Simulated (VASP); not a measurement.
# C (P6_3/mmc) in VASP: a series of runs, part 2 of 2

VASP 6.6.1. Earlier steps stand in the parts before.

### 3 Relaxation of cell and atoms, PBE+D3(BJ)

This run uses another cell than the first one, of 8.60 Å³/atom, 0.983 times its volume.

INCAR reads:

```
SYSTEM = C
ALGO     = Normal         ! electronic algorithm
EDIFF    = 1E-7           ! SCF threshold, eV
EDIFFG   = -0.002         ! ionic threshold
ENCUT    = 520            ! plane-wave cutoff, eV
GGA      = PE             ! functional
IBRION   = 2              ! ionic algorithm
ISIF     = 3              ! what is computed and relaxed
ISMEAR   = 0              ! smearing method
IVDW     = 12             ! dispersion correction
LASPH    = .TRUE.         ! aspherical terms in the spheres
LCHARG   = .FALSE.        ! write CHGCAR
LREAL    = .FALSE.        ! projectors in reciprocal space
LWAVE    = .FALSE.        ! write WAVECAR
NELM     = 80             ! most SCF steps
NSW      = 80             ! ionic steps
PREC     = Accurate       ! precision mode
SIGMA    = 0.02           ! smearing width, eV
```

KPOINTS reads:

```
k-points
0
G
  3 3 1
  0 0 0
```

POSCAR reads:

```
C                                       
1.0
    2.4741247158      0.0000000000     -0.0000000000
   -1.2370623579      2.1426548543     -0.0000000000
   -0.0000000000      0.0000000000      6.4887511548
  C             
     4
Direct
     1.0000000000000000    1.0000000000000000    0.7500000000000000
     0.0000000000000000    0.0000000000000000    0.2500000000000000
     0.3333333300000021    0.6666666699999979    0.7500000000000000
     0.6666666699999979    0.3333333300000021    0.2500000000000000
```

Potentials or basis: VASP PAW PBE potentials, release 64 (C).

Command:

```console
$ cat potpaw_PBE.64/C/POTCAR > POTCAR
$ mpirun -np 1 vasp_std > vasp.out
```

OUTCAR:

```text
SYSTEM = C
   EDIFF = 1E-7
   EDIFFG = -0.002
   ENCUT = 520
   GGA = PE
   IBRION = 2
   ISIF = 3
   ISMEAR = 0
   IVDW = 12
   LASPH = .TRUE.
   LREAL = .FALSE.
   NELM = 80
   NSW = 80
   PREC = Accurate
 IVDW          = 12

 ion  position               nearest neighbor table
   1  0.000  0.000  0.750-   3 1.43   3 1.43   3 1.43
   2  0.000  0.000  0.250-   4 1.43   4 1.43   4 1.43
   3  0.333  0.667  0.750-   1 1.43   1 1.43   1 1.43
   4  0.667  0.333  0.250-   2 1.43   2 1.43   2 1.43

  LATTYP: Found a hexagonal cell.
 ALAT       =     2.4741247158
 C/A-ratio  =     2.6226451372

  Lattice vectors:

 A1 = (   2.4741247158,   0.0000000000,   0.0000000000)
 A2 = (  -1.2370623579,   2.1426548543,   0.0000000000)
 A3 = (   0.0000000000,   0.0000000000,   6.4887511548)

Analysis of symmetry for initial positions (statically):
=====================================================================
 Subroutine PRICEL returns:
 Original cell was already a primitive cell.

[... 171 lines left out ...]
      7       1.9813      2.00000
      8       1.9813      2.00000
      9       9.5604      0.00000
     10      13.2037      0.00000
     11      13.2083      0.00000
     12      13.2749      0.00000
[... 16 lines left out ...]
 k-point     3 :       0.3333    0.3333    0.0000
  band No.  band energies     occupation
      1      -7.7034      2.00000
      2      -7.5723      2.00000
      3      -7.5723      2.00000
      4      -7.4483      2.00000
      5      -5.4853      2.00000
      6      -5.4853      2.00000
      7       4.1641      2.00000
      8       4.9111      1.00000
      9       4.9111      1.00000
     10       5.8219      0.00000
     11      16.1939      0.00000
     12      16.1939      0.00000

------------------------ aborting loop because EDIFF is reached ----------------------------------------

 Edisp (eV)   -0.64985

 E8    (eV) :    -0.1850

  FORCE on cell =-STRESS in cart. coord.  units (eV):
  Direction    XX          YY          ZZ          XY          YZ          ZX
  --------------------------------------------------------------------------------------
  -------------------------------------------------------------------------------------
  Total       0.00071     0.00071     0.00657     0.00000     0.00000     0.00000
  in kB       0.03321     0.03321     0.30603     0.00000     0.00000     0.00000
  external pressure =        0.12 kB  Pullay stress =        0.00 kB

 VOLUME and BASIS-vectors are now :
 -----------------------------------------------------------------------------
  energy-cutoff  :      520.00
  volume of cell :       34.40
      direct lattice vectors                 reciprocal lattice vectors
     2.474124716  0.000000000  0.000000000     0.404183344  0.233355362  0.000000000
    -1.237062358  2.142654854  0.000000000     0.000000000  0.466710725  0.000000000
     0.000000000  0.000000000  6.488751155     0.000000000  0.000000000  0.154112860

 POSITION                                       TOTAL-FORCE (eV/Angst)
 -----------------------------------------------------------------------------------
      0.00000      0.00000      4.86656         0.000000     -0.000000     -0.000000
      0.00000      0.00000      1.62219        -0.000000      0.000000      0.000000
     -0.00000      1.42844      4.86656         0.000000     -0.000000      0.000000
      1.23706      0.71422      1.62219        -0.000000      0.000000     -0.000000
 -----------------------------------------------------------------------------------
    total drift:                               -0.000000      0.000000     -0.000000

  FREE ENERGIE OF THE ION-ELECTRON SYSTEM (eV)
  ---------------------------------------------------
  free  energy   TOTEN  =       -36.4785387006 eV

  energy  without entropy=      -36.4735236821  energy(sigma->0) =      -36.47603119

 reached required accuracy - stopping structural energy minimisation
```

OSZICAR:

```text
N       E                     dE             d eps       ncg     rms          rms(c)
DAV:   1     0.397970688209E+02    0.39797E+02   -0.85901E+03    72   0.125E+03
DAV:   2    -0.350356322404E+02   -0.74833E+02   -0.69684E+02   100   0.222E+02
DAV:   3    -0.381326098473E+02   -0.30970E+01   -0.30741E+01    96   0.460E+01
DAV:   4    -0.381714850211E+02   -0.38875E-01   -0.38827E-01    88   0.600E+00
DAV:   5    -0.381723416234E+02   -0.85660E-03   -0.85658E-03    88   0.825E-01    0.895E+00
DAV:   6    -0.363934135185E+02    0.17789E+01   -0.17821E+00    80   0.920E+00    0.526E+00
DAV:   7    -0.358231064423E+02    0.57031E+00   -0.20143E+00    88   0.979E+00    0.139E+00
DAV:   8    -0.358284405866E+02   -0.53341E-02   -0.34291E-02    76   0.136E+00    0.888E-02
DAV:   9    -0.358285084863E+02   -0.67900E-04   -0.73007E-04    92   0.222E-01    0.518E-02
DAV:  10    -0.358286910831E+02   -0.18260E-03   -0.19859E-04    92   0.121E-01    0.141E-02
DAV:  11    -0.358286901664E+02    0.91664E-06   -0.18989E-06    92   0.123E-02    0.326E-03
DAV:  12    -0.358286908260E+02   -0.65956E-06   -0.57582E-07    88   0.662E-03    0.972E-04
DAV:  13    -0.358286907463E+02    0.79717E-07   -0.42953E-08    68   0.176E-03
   1 F= -.36478539E+02 E0= -.36476031E+02  d E =-.364785E+02
```

CONTCAR:

```text
C
   1.00000000000000
     2.4741247157999999    0.0000000000000000    0.0000000000000000
    -1.2370623579000000    2.1426548542999999    0.0000000000000000
     0.0000000000000000    0.0000000000000000    6.4887511548000001
  C
     4
Direct
     0.0000000000000000    0.0000000000000000    0.7500000000000000
     0.0000000000000000    0.0000000000000000    0.2500000000000000
     0.3333333300000021    0.6666666699999979    0.7500000000000000
     0.6666666699999979    0.3333333300000021    0.2500000000000000

  0.00000000E+00  0.00000000E+00  0.00000000E+00
  0.00000000E+00  0.00000000E+00  0.00000000E+00
  0.00000000E+00  0.00000000E+00  0.00000000E+00
  0.00000000E+00  0.00000000E+00  0.00000000E+00
```

Run time: 3.4 s. Hardware: 1 thread of Intel Xeon Platinum 8259CL at 2.50GHz (Skylake/Cascade Lake), shared host; peak memory 0.14 GiB.

What came out:

- Free energy: -36.4785 eV
- Pressure after relaxing: 0.0 GPa
- Band gap on the k mesh: none (metal or under the smearing width)
- Dispersion energy per atom: -0.162 eV

Final structure:
```
C
1.0
     2.47412    0.00000    0.00000
    -1.23706    2.14265    0.00000
     0.00000    0.00000    6.48875
C
4
Direct
  0.00000 0.00000 0.75000
  0.00000 0.00000 0.25000
  0.33333 0.66667 0.75000
  0.66667 0.33333 0.25000
```

Levels at points of the mesh, in eV from the Fermi level:
```tsv
k point	band 5	band 6	band 7	band 8	band 9	band 10	band 11	band 12
(0.00, 0.00, 0.00)	-2.96	-2.96	-2.93	-2.93	4.65	8.29	8.30	8.36
```

Caveat: the k mesh is coarse (spacing up to 0.98 Å⁻¹), so the values aren't converged; the relaxation stopped at its first step, so nothing moved.
